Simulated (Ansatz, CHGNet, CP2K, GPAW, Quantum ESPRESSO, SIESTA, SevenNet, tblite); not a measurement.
# Which run comes nearest? RbB6H6 (Fm-3) (104 atoms)

The cell holds 104 atoms: 8 Rb, 48 B and 48 H. Its edges and angles: a = 10.850 Å, b = 10.850 Å, c = 10.850 Å, α = 90.0°, β = 90.0°, γ = 90.0°. It derives from RbB6H6 (Fm-3), repeated 1×1×1. RbB6H6, space group Fm-3, structure from the Crystallography Open Database, 1 x 1 x 1 conventional cells; every coordinate displaced by a Gaussian of 0.02 Å; bonds to H set to neutron lengths (C-H 1.089, N-H 1.015, O-H 0.983, B-H 1.19 Å) where the listed ones are shorter. Then every atom was moved at random, 0.05 Å r.m.s. a Cartesian component (hydrogen 0.6 of that).

Geometry: as built.

The reference, a calculation:

* method: Kohn-Sham DFT, PBE, PAW, plane waves (Ansatz 0.2.0); cutoff 420 eV, Γ point, fermi-dirac smearing of 0.05 eV; PAW set soft_2
* r.m.s. force component: 1.641 eV/Å
* longest force: 8.599 eV/Å
* pressure: 3.757 GPa
* gap (highest filled to lowest empty level): 4.057 eV
* SCF cycles: 8
* time: 14 s on 4 threads of Arm Neoverse V1, shared host
* CPU time: 52 s

Q: Estimate the differences from the reference, the CPU time and the memory of each run.
- CHGNet 0.3.0 potential (CHGNet 0.3.0; 1 thread)
- CP2K PBE, DZVP-MOLOPT-SR, 600/50 Ry, diagonalisation (CP2K 2026.2; 4 MPI ranks)
- SevenNet l3i5 potential (SevenNet l3i5; 1 thread)
- tblite GFN1-xTB (tblite 0.8.0; 1 thread)
- SIESTA PBE, DZP, shift 0.01 Ry, mesh 300 Ry (SIESTA 5.4.2; 2 MPI ranks)
- QE PBE, sssp-1.3.0-efficiency, 45/360 Ry, cg (Quantum ESPRESSO 7.5; 4 MPI ranks)
- CP2K RPBE, PBE potentials, DZVP-MOLOPT-SR, 600/50 Ry, diagonalisation (CP2K 2026.2; 4 MPI ranks)
- CP2K PBE, DZVP-MOLOPT-SR, 210/50 Ry, diagonalisation (CP2K 2026.2; 2 threads)
- GPAW PBE, LCAO dzp, h 0.2 Å (GPAW 26.7.0; 2 MPI ranks)
- QE PBE, sssp-1.3.0-efficiency, 45/360 Ry (Quantum ESPRESSO 7.5; 2 MPI ranks)

Differences are against the plane-wave reference, forces as r.m.s. over components; share is that over the reference's r.m.s. force, slope the least-squares factor from reference forces to these. Total energies of different programs have different zeros and aren't compared.

```
                                                                  run  Δ force, r.m.s. (meV/Å)  share (%)  slope  Δ pressure (GPa)  Δ gap (eV)  cores  CPU time  memory (GiB)
                                                            reference                        -          -      -                 -           -      4      52 s           1.1
                                               CHGNet 0.3.0 potential                      425       25.9  0.786           -0.0544           -      1     4.6 s           2.1
                 CP2K PBE, DZVP-MOLOPT-SR, 600/50 Ry, diagonalisation                     24.0       1.46  1.002            -0.187      0.0341      4     7 min           4.8
                                              SevenNet l3i5 potential                      155       9.44  0.972            -0.329           -      1      13 s           1.7
                                                      tblite GFN1-xTB                      554       33.7  1.077              3.40           -      1     3.8 s          0.12
                          SIESTA PBE, DZP, shift 0.01 Ry, mesh 300 Ry                      312       19.0  1.125              3.46       0.186      2   4.7 min           1.5
                         QE PBE, sssp-1.3.0-efficiency, 45/360 Ry, cg                     13.0      0.791  0.995            -0.245      0.0026      4    15 min           2.1
CP2K RPBE, PBE potentials, DZVP-MOLOPT-SR, 600/50 Ry, diagonalisation                     64.4       3.93  1.003             0.420      0.0673      4     7 min           4.8
        CP2K PBE, DZVP-MOLOPT-SR, 210/50 Ry, diagonalisation (coarse)                     34.5       2.10  1.001            -0.185      0.0321      2   5.6 min           1.0
                                          GPAW PBE, LCAO dzp, h 0.2 Å                      239       14.6  1.089                 -      0.0638      2   5.4 min           1.6
                             QE PBE, sssp-1.3.0-efficiency, 45/360 Ry                     13.0      0.790  0.995            -0.246      0.0026      2     5 min           2.0
```

Rows marked coarse were listed beforehand as settings not expected to be converged; some can still land near the reference.

Times of the machine-learned potentials are mostly Python's start and the loading of weights.

CPU time is summed over cores on a shared host, where runs went side by side, so it is rough. Symmetry, cutoffs, thresholds, outputs and thread counts weren't matched or tuned between programs; memory under MPI is the largest rank's times the ranks.

PBE on plane waves or a grid with other potentials, cutoffs or grids, coarse settings apart, differs from the reference by 0.79 % in each run of the r.m.s. force; this holds the reference's own error, so differences of a few per cent don't tell which side is nearer the exact PBE result (QE's 45 Ry are 612 eV, against the reference's 420 eV). The PBE runs in local orbitals, coarse settings apart, differ by 1.5 % (CP2K PBE, DZVP-MOLOPT-SR, 600/50 Ry, diagonalisation) to 19 % (SIESTA PBE, DZP, shift 0.01 Ry, mesh 300 Ry); basis, grid and potentials can all enter. Tight binding differs by 34 % (tblite GFN1-xTB); it is another model, with fitted parameters of its own, and the xTB methods hold dispersion. Machine-learned potentials differ by 9.4 % (SevenNet l3i5 potential) to 26 % (CHGNet 0.3.0 potential); they were trained on other programs' data. Among those trained on PBE data the slope goes as low as 0.79, which softening far from their training structures can give, though the reference's k-sampling is untested too. Periodic xTB results under one method name differ between programs and library versions. Machine-learned potentials mimic data converged in k, so the reference's own k-point error enters their differences. The published positions, changed by the recipe (random displacements or longer bonds to H), lie far from the minimum at this level of theory. The electronic-structure runs sample only Γ, in a cell whose shortest periodic width is 11 Å.

[Logs are printed without paths, hosts, clocks, repeated set-up lines and the standing remarks that a program may print on its own settings, such as how far it seeks lower states.]

[Hosts, paths, dates, database ids (printed as entryN), source tags and the programs' standing remarks are cut or masked in the printed files.]
